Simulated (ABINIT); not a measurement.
## NaCl (Fm-3m): G0W0 in ABINIT against the screening cutoff in the self-energy

Aim: move the screening cutoff in the self-energy of a G0W0 run on NaCl (Fm-3m) over a wide range.

Main program and level: ABINIT 10.8.3; PBE and many-body steps on it, plane waves.

The database entry behind the starting cell differs from later determinations by our own check (an axis about 0.4 % short against later determinations), so it need not match the best structure at ambient conditions.

## (1) Set-up

Symmetry: Fm-3m, No. 225, cubic system. The conventional cell has a = 5.620 Å, b = 5.620 Å, c = 5.620 Å, α = 90.00°, β = 90.00°, γ = 90.00°. Na has 6 Cl at 2.81 Å nearest. Nearest to Cl lie 6 Na at 2.81 Å. Farther neighbours and most contacts between anions are not listed.

The cell and positions come from the Crystallography Open Database and are kept as given unless a step says otherwise.

## (2) Screening, 4×4×4 mesh, 293 bands, screening to 272.1 eV

This step: ABINIT 10.8.3; RPA screening on PBE, plane waves, norm-conserving pseudopotentials.

The RPA dielectric matrix is built and inverted for each q.

File run.abi:

```
acell 3*1.0 Angstrom
rprim 
  0.000000000000 2.810000000000 2.810000000000
  2.810000000000 0.000000000000 2.810000000000
  2.810000000000 2.810000000000 0.000000000000
ntypat 2
znucl 11 17
natom 2
typat 1 2
xred 
  0.000000000000 0.000000000000 0.000000000000
  0.500000000000 0.500000000000 0.500000000000
pp_dirpath "pseudos"
pseudos "Na.upf, Cl.upf"
ecut 38
ngkpt 4 4 4
nshiftk 1
shiftk 0 0 0
kptopt 1
chksymbreak 0
istwfk *1
occopt 1
irdwfk 1
optdriver 3
nband 293
ecuteps 10
inclvkb 2
awtr 1
symchi 1
indata_prefix "in"
outdata_prefix "out"
tmpdata_prefix "tmp"
```

Launch:

```sh
OMP_NUM_THREADS=1 mpirun -n 4 abinit run.abi > log
```

Output:

```text
.Version 10.8.3 of ABINIT. v10.8.2 released Aug 2026.

 Symmetries : space group Fm -3 m (#225); Bravais cF (face-center cubic)
[... echo of the input left out ...]
== DATASET  1 ==================================================================
-   mpi_nproc: 4, omp_nthreads: 1 (-1 if OMP is not activated)

--- !DatasetInfo
iteration_state: {dtset: 1, }
dimensions: {natom: 2, nkpt: 8, mband: 293, nsppol: 1, nspinor: 1, nspden: 1, mpw: 3383, }
cutoff_energies: {ecut:  38.0, pawecutdg:  -1.0, }
electrons: {nelect:   1.60000000E+01, charge:   0.00000000E+00, occopt:   1.00000000E+00, tsmear:   1.00000000E-02, }

 SCREENING: Calculation of the susceptibility and dielectric matrices

 Based on a program developped by R.W. Godby, V. Olevano, G. Onida, and L. Reining.
 Incorporated in ABINIT by V. Olevano, G.-M. Rignanese, and M. Torrent.
.Using double precision arithmetic ; gwpc =  8

[... cell and pseudopotentials left out ...]
--------------------------------------------------------------------------------

 ==== K-mesh for the wavefunctions ====
 Number of points in the irreducible wedge :     8
[... list of points left out ...]
 Together with 48 symmetry operations and time-reversal symmetry
 yields    64 points in the full Brillouin Zone.

 ==== Q-mesh for the screening function ====
 Number of points in the irreducible wedge :     8
[... list of points left out ...]
 Together with 48 symmetry operations and time-reversal symmetry
 yields    64 points in the full Brillouin Zone.

 setmesh: FFT mesh size selected  =    32x   32x   32
          total number of points  =        32768

 vcoul_init : cutoff-mode = AUXILIARY_FUNCTION
 q-points for optical limit:   1
     1)      0.000010    0.000020    0.000030

- screening: taking advantage of time-reversal symmetry
- Maximum band index for partially occupied states nbvw = 8
- Remaining bands to be divided among processors   nbcw = 285
- Number of bands treated by each node ~71

 Number of electrons calculated from density =   16.0000; Expected =   16.0000
 average of density, n =  0.053429
 r_s =    1.6471
 omega_plasma =   22.2968 [eV]

 calculating chi0 at frequencies [eV] :
  1    0.000000E+00    0.000000E+00
  2    0.000000E+00    2.229681E+01

--------------------------------------------------------------------------------
  q-point number  1        q = ( 0.000000, 0.000000, 0.000000) [r.l.u.]
--------------------------------------------------------------------------------
[... chi0 elements left out ...]
 For q-point:  0.000010 0.000020 0.000030
  dielectric constant =   2.3848
  dielectric constant without local fields =   2.8013

  Average fulfillment of the sum rule on Im[epsilon] for q-point    1 :     85.43  [%]
[... wings left out ...]
  q-point number  2        q = ( 0.250000, 0.000000, 0.000000) [r.l.u.]
--------------------------------------------------------------------------------
[... chi0 elements left out ...]
  Average fulfillment of the sum rule on Im[epsilon] for q-point    2 :     89.98  [%]

 [... 6 further q-points ...]
```

The job ended after 1.8 min (4 MPI ranks of Arm Neoverse V1, shared host; peak memory 1.8 GiB; 7.2 min of CPU time).

This step gave:

```yaml
eps_infinity_with_local_fields_on_this_mesh_along_the_program_s_q_direction: 2.385
the_same_without_local_fields: 2.801
plasma_frequency: 22.30 eV
plane_waves_in_the_screening_matrix: 459
```

Local fields lower ε∞ by 15 %. On a Γ-centred mesh this coarse the value itself is usually too large, while a short band sum pulls it down.

## (3) 1 Ha

This step: G0W0 on PBE, plane waves, norm-conserving pseudopotentials.

run.abi, as its differences from that of step 2:

```diff
@@ -23,8 +23,15 @@
 irdwfk 1
-optdriver 3
+optdriver 4
 nband 293
-ecuteps 10
-inclvkb 2
-awtr 1
-symchi 1
+gwcalctyp 0
+ecutsigx 38
+symsigma 1
+nkptgw 1
+kptgw 
+  0.0000000000 0.0000000000 0.0000000000
+bdgw 
+  6 12
+ecuteps 1
+irdscr 1
+ppmodel 1
 indata_prefix "in"
```

Output:

```text
.Version 10.8.3 of ABINIT. v10.8.2 released Aug 2026.

 Symmetries : space group Fm -3 m (#225); Bravais cF (face-center cubic)
[... echo of the input left out ...]
== DATASET  1 ==================================================================
-   mpi_nproc: 4, omp_nthreads: 1 (-1 if OMP is not activated)

--- !DatasetInfo
iteration_state: {dtset: 1, }
dimensions: {natom: 2, nkpt: 8, mband: 293, nsppol: 1, nspinor: 1, nspden: 1, mpw: 3383, }
cutoff_energies: {ecut:  38.0, pawecutdg:  -1.0, }
electrons: {nelect:   1.60000000E+01, charge:   0.00000000E+00, occopt:   1.00000000E+00, tsmear:   1.00000000E-02, }

 SIGMA: Calculation of the GW corrections

 Based on a program developped by R.W. Godby, V. Olevano, G. Onida, and L. Reining.
 Incorporated in ABINIT by V. Olevano, G.-M. Rignanese, and M. Torrent.
.Using double precision arithmetic ; gwpc =  8

[... cell and pseudopotentials left out ...]
--------------------------------------------------------------------------------

 ==== K-mesh for the wavefunctions ====
 Number of points in the irreducible wedge :     8
[... list of points left out ...]
 Together with 48 symmetry operations and time-reversal symmetry
 yields    64 points in the full Brillouin Zone.

 ==== Q-mesh for screening function ====
 Number of points in the irreducible wedge :     8
[... list of points left out ...]
 Together with 48 symmetry operations and time-reversal symmetry
 yields    64 points in the full Brillouin Zone.

 vcoul_init : cutoff-mode = AUXILIARY_FUNCTION
 q-points for optical limit:   1
     1)      0.000010    0.000020    0.000030
 setmesh: FFT mesh size selected  =    45x   45x   45
          total number of points  =        91125

 Number of electrons calculated from density =   16.0000; Expected =   16.0000
 average of density, n =  0.053429
 r_s =    1.6471
 omega_plasma =   22.2968 [eV]

 === KS Band Gaps ===
  >>>> For spin  1
   Minimum direct gap =   5.1497 [eV], located at k-point      :   0.0000  0.0000  0.0000
   Fundamental gap    =   5.1497 [eV], Top of valence bands at :   0.0000  0.0000  0.0000
                                       Bottom of conduction at :   0.0000  0.0000  0.0000
 SIGMA fundamental parameters:
 PLASMON POLE MODEL  1
 number of plane-waves for SigmaX                 3383
 number of plane-waves for SigmaC and W             15
 number of plane-waves for wavefunctions          3383
 number of bands                                   293
 number of independent spin polarizations            1
 number of spinorial components                      1
 number of k-points in IBZ                           8
 number of q-points in IBZ                           8
 number of symmetry operations                      48
 number of k-points in BZ                           64
 number of q-points in BZ                           64
 number of frequencies for dSigma/dE                 9
 frequency step for dSigma/dE [eV]                0.25
 number of omega for Sigma on real axis              0
 max omega for Sigma on real axis  [eV]           0.00
 zcut for avoiding poles [eV]                     0.10

 EPSILON^-1 parameters (SCR file):
 dimension of the eps^-1 matrix on file            459
 dimension of the eps^-1 matrix used                15
 number of plane-waves for wavefunctions          3383
 number of bands                                   293
 number of q-points in IBZ                           8
 number of frequencies                               2
 number of real frequencies                          1
 number of imag frequencies                          1

 matrix elements of self-energy operator (all in [eV])

 Perturbative Calculation

--- !SelfEnergy_ee
iteration_state: {dtset: 1, }
kpoint     : [   0.000,    0.000,    0.000, ]
spin       : 1
KS_gap     :    5.150
QP_gap     :    7.781
Delta_QP_KS:    2.632
data: !SigmaeeData |
     Band     E0 <VxcDFT>   SigX SigC(E0)      Z dSigC/dE  Sig(E)    E-E0       E
        6  -0.539 -14.493 -18.927   2.350   0.845  -0.184 -16.253  -1.759  -2.298
        7  -0.539 -14.493 -18.927   2.350   0.845  -0.184 -16.253  -1.759  -2.298
        8  -0.539 -14.493 -18.927   2.350   0.845  -0.184 -16.253  -1.759  -2.298
        9   4.611  -8.178  -4.163  -3.015   0.872  -0.147  -7.305   0.872   5.483
       10  10.523  -8.376  -3.599  -3.065   0.864  -0.158  -6.897   1.479  12.003
       11  10.523  -8.376  -3.599  -3.065   0.864  -0.158  -6.897   1.479  12.003
       12  10.523  -8.376  -3.599  -3.065   0.864  -0.158  -6.897   1.479  12.003

== END DATASET(S) ==============================================================
================================================================================

 -outvars: echo values of variables after computation  --------
           etotal      0.0000000000E+00
            nband         293
             nkpt           8
          spgroup         225
 [... the other variables as echoed above ...]

 Calculation completed.
```

Elapsed: 3.5 s, on 4 MPI ranks; peak memory 0.74 GiB; 14 s of CPU time.

This step gave:

| Property | Result |
| --- | --- |
| G0W0 gap on the points computed | 7.781 eV |
| starting gap on the mesh | 5.150 eV |
| k of the valence top | 0, 0, 0 |
| k of the conduction bottom | 0, 0, 0 |
| Z at the valence top | 0.845 |
| Z at the conduction bottom | 0.872 |
| least direct G0W0 gap on the computed points | 7.781 eV |

## (4) 2 Ha

run.abi, as its differences from that of step 3:

```diff
@@ -33,3 +33,3 @@
   6 12
-ecuteps 1
+ecuteps 2
 irdscr 1
```

Output:

```text
.Version 10.8.3 of ABINIT. v10.8.2 released Aug 2026.

 Symmetries : space group Fm -3 m (#225); Bravais cF (face-center cubic)
[... echo of the input left out ...]
== DATASET  1 ==================================================================
-   mpi_nproc: 4, omp_nthreads: 1 (-1 if OMP is not activated)

--- !DatasetInfo
iteration_state: {dtset: 1, }
dimensions: {natom: 2, nkpt: 8, mband: 293, nsppol: 1, nspinor: 1, nspden: 1, mpw: 3383, }
cutoff_energies: {ecut:  38.0, pawecutdg:  -1.0, }
electrons: {nelect:   1.60000000E+01, charge:   0.00000000E+00, occopt:   1.00000000E+00, tsmear:   1.00000000E-02, }

 SIGMA: Calculation of the GW corrections

 Based on a program developped by R.W. Godby, V. Olevano, G. Onida, and L. Reining.
 Incorporated in ABINIT by V. Olevano, G.-M. Rignanese, and M. Torrent.
.Using double precision arithmetic ; gwpc =  8

[... cell and pseudopotentials left out ...]
--------------------------------------------------------------------------------

 ==== K-mesh for the wavefunctions ====
 Number of points in the irreducible wedge :     8
[... list of points left out ...]
 Together with 48 symmetry operations and time-reversal symmetry
 yields    64 points in the full Brillouin Zone.

 ==== Q-mesh for screening function ====
 Number of points in the irreducible wedge :     8
[... list of points left out ...]
 Together with 48 symmetry operations and time-reversal symmetry
 yields    64 points in the full Brillouin Zone.

 vcoul_init : cutoff-mode = AUXILIARY_FUNCTION
 q-points for optical limit:   1
     1)      0.000010    0.000020    0.000030
 setmesh: FFT mesh size selected  =    45x   45x   45
          total number of points  =        91125

 Number of electrons calculated from density =   16.0000; Expected =   16.0000
[...]
number of q-points in BZ                           64
 number of frequencies for dSigma/dE                 9
 frequency step for dSigma/dE [eV]                0.25
 number of omega for Sigma on real axis              0
 max omega for Sigma on real axis  [eV]           0.00
 zcut for avoiding poles [eV]                     0.10

 EPSILON^-1 parameters (SCR file):
 dimension of the eps^-1 matrix on file            459
 dimension of the eps^-1 matrix used                51
 number of plane-waves for wavefunctions          3383
 number of bands                                   293
 number of q-points in IBZ                           8
 number of frequencies                               2
 number of real frequencies                          1
 number of imag frequencies                          1

 matrix elements of self-energy operator (all in [eV])

 Perturbative Calculation

--- !SelfEnergy_ee
iteration_state: {dtset: 1, }
kpoint     : [   0.000,    0.000,    0.000, ]
spin       : 1
KS_gap     :    5.150
QP_gap     :    7.807
Delta_QP_KS:    2.658
data: !SigmaeeData |
     Band     E0 <VxcDFT>   SigX SigC(E0)      Z dSigC/dE  Sig(E)    E-E0       E
        6  -0.539 -14.493 -18.927   2.169   0.823  -0.216 -16.356  -1.862  -2.401
        7  -0.539 -14.493 -18.927   2.169   0.823  -0.216 -16.356  -1.862  -2.401
        8  -0.539 -14.493 -18.927   2.169   0.823  -0.216 -16.356  -1.862  -2.401
        9   4.611  -8.178  -4.163  -3.098   0.867  -0.153  -7.382   0.795   5.406
       10  10.523  -8.376  -3.599  -3.255   0.858  -0.165  -7.069   1.307  11.830
       11  10.523  -8.376  -3.599  -3.255   0.858  -0.165  -7.069   1.307  11.830
       12  10.523  -8.376  -3.599  -3.255   0.858  -0.165  -7.069   1.307  11.830

== END DATASET(S) ==============================================================
================================================================================

 -outvars: echo values of variables after computation  --------
           etotal      0.0000000000E+00
            nband         293
             nkpt           8
          spgroup         225
 [... the other variables as echoed above ...]

 Calculation completed.
```

Run time: 3.9 s. Hardware: 4 MPI ranks; peak memory 0.71 GiB.

This step gave:

```
G0W0 gap on the points computed              : 7.807 eV
starting gap on the mesh                     : 5.150 eV
k of the valence top                         : 0, 0, 0
k of the conduction bottom                   : 0, 0, 0
Z at the valence top                         : 0.823
Z at the conduction bottom                   : 0.867
least direct G0W0 gap on the computed points : 7.807 eV
```

## (5) 3.5 Ha

The self-energy is evaluated for the states that the input lists, and the levels follow from it, in one-shot runs by the linearised quasiparticle equation.

run.abi, as its differences from that of step 4:

```diff
@@ -33,3 +33,3 @@
   6 12
-ecuteps 2
+ecuteps 3.5
 irdscr 1
```

Output:

```text
.Version 10.8.3 of ABINIT. v10.8.2 released Aug 2026.

 Symmetries : space group Fm -3 m (#225); Bravais cF (face-center cubic)
[... echo of the input left out ...]
== DATASET  1 ==================================================================
-   mpi_nproc: 4, omp_nthreads: 1 (-1 if OMP is not activated)

--- !DatasetInfo
iteration_state: {dtset: 1, }
dimensions: {natom: 2, nkpt: 8, mband: 293, nsppol: 1, nspinor: 1, nspden: 1, mpw: 3383, }
cutoff_energies: {ecut:  38.0, pawecutdg:  -1.0, }
[...]
10  10.523  -8.376  -3.599  -3.318   0.857  -0.167  -7.126   1.250  11.773
       11  10.523  -8.376  -3.599  -3.318   0.857  -0.167  -7.126   1.250  11.773
       12  10.523  -8.376  -3.599  -3.318   0.857  -0.167  -7.126   1.250  11.773

== END DATASET(S) ==============================================================
================================================================================

 -outvars: echo values of variables after computation  --------
           etotal      0.0000000000E+00
            nband         293
             nkpt           8
          spgroup         225
 [... the other variables as echoed above ...]

 Calculation completed.
```

Wall time 5.3 s (4 MPI ranks); peak memory 0.69 GiB; 21 s of CPU time.

Numbers from this step:

* G0W0 gap on the points computed: 7.936 eV
* starting gap on the mesh: 5.150 eV
* k of the valence top: 0, 0, 0
* k of the conduction bottom: 0, 0, 0
* least direct G0W0 gap on the computed points: 7.936 eV

The gap on the mesh goes from 5.15 eV to 7.94 eV, a correction of +2.79 eV.

[end of part 1 of 2]

[Paths, hosts, dates, memory and timing lines, banners, echoed tables and standing remarks are left out of the program output.]

[Logs are printed without paths, hosts, clocks, repeated set-up lines and the standing remarks that a program may print on its own settings, such as how far it seeks lower states.]

[Runs of the session that timed out or met a known fault of the program may be left out.]

[Hosts, paths, dates, database ids (printed as entryN), source tags and the programs' standing remarks are cut or masked in the printed files.]

[G0W0 gaps are taken among the corrected bands and points alone; a level outside them can change the order at an edge.]

[Where Ansatz stands beside ABINIT at settings called matched, ABINIT's density can come from a denser mesh and the files from another edition; pairs whose starting gaps differed by over 0.03 eV were left out, so agreement reads better than it is.]
